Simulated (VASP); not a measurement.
Write the native input for VASP 6.6.1 that does the following.

```
Task                   : single point
Functional             : PBE
Potentials or basis    : VASP PAW PBE potentials, release 64 (H, Mo_sv)
Cutoff                 : 520 eV
k mesh                 : 12 × 12 × 2
Occupations            : gaussian, width 0.1 eV
Spin                   : no spin polarisation
Further INCAR settings : ALGO = Normal; EDIFF = 1e-06
```

The structure of MoH6 lies in POSCAR:

```
MoH6
1.0
    2.8310600000      0.0000000000      0.0000000000
   -1.4155300000      2.4517700000      0.0000000000
    0.0000000000      0.0000000000     21.4389600000
H Mo
12 2
Direct
    0.0000000000      0.0000000000      0.8983480000
    0.0000000000      0.0000000000      0.1016520000
    0.6666670000      0.3333330000      0.6442640000
    0.6666670000      0.3333330000      0.6094090000
    0.3333330000      0.6666670000      0.7726830000
    0.3333330000      0.6666670000      0.7378140000
    0.0000000000      0.0000000000      0.4825710000
    0.0000000000      0.0000000000      0.5174290000
    0.6666670000      0.3333330000      0.2273170000
    0.6666670000      0.3333330000      0.2621860000
    0.3333330000      0.6666670000      0.3557360000
    0.3333330000      0.6666670000      0.3905910000
    0.6666670000      0.3333330000      0.9465230000
    0.3333330000      0.6666670000      0.0534770000
```

The cell was built by a generator and needn't be a form met in nature.

The input as run:

INCAR

```
SYSTEM = MoH6
PREC     = Accurate       ! precision mode
ENCUT    = 520            ! plane-wave cutoff, eV
EDIFF    = 1E-6           ! SCF threshold, eV
ISMEAR   = 0              ! smearing method
SIGMA    = 0.1            ! smearing width, eV
LREAL    = .FALSE.        ! projectors in reciprocal space
LASPH    = .TRUE.         ! aspherical terms in the spheres
NELM     = 120            ! most SCF steps
ALGO     = Normal         ! electronic algorithm
ISIF     = 2              ! what is computed and relaxed
LWAVE    = .FALSE.        ! write WAVECAR
LCHARG   = .FALSE.        ! write CHGCAR
GGA      = PE             ! functional
KPAR     = 2
```

KPOINTS

```
regular mesh
0
G
  12 12 2
  0 0 0
```

Potentials or basis: VASP PAW PBE potentials, release 64 (H, Mo_sv).

Launch:

```bash
$ cat potpaw_PBE.64/H/POTCAR potpaw_PBE.64/Mo_sv/POTCAR > POTCAR
$ mpirun -np 2 vasp_std > vasp.out
```

It gave:

```
Pressure               : 0.0 GPa
Largest force          : 0.006 eV/Å
Band gap on the k mesh : none (metal or under the smearing width)
```

Run time: 2.1 min on 2 MPI ranks on Intel(R) Xeon(R) Platinum 8259CL CPU @ 2.50GHz (Skylake/Cascade Lake), on a shared host, peak memory 0.35 GiB a rank.
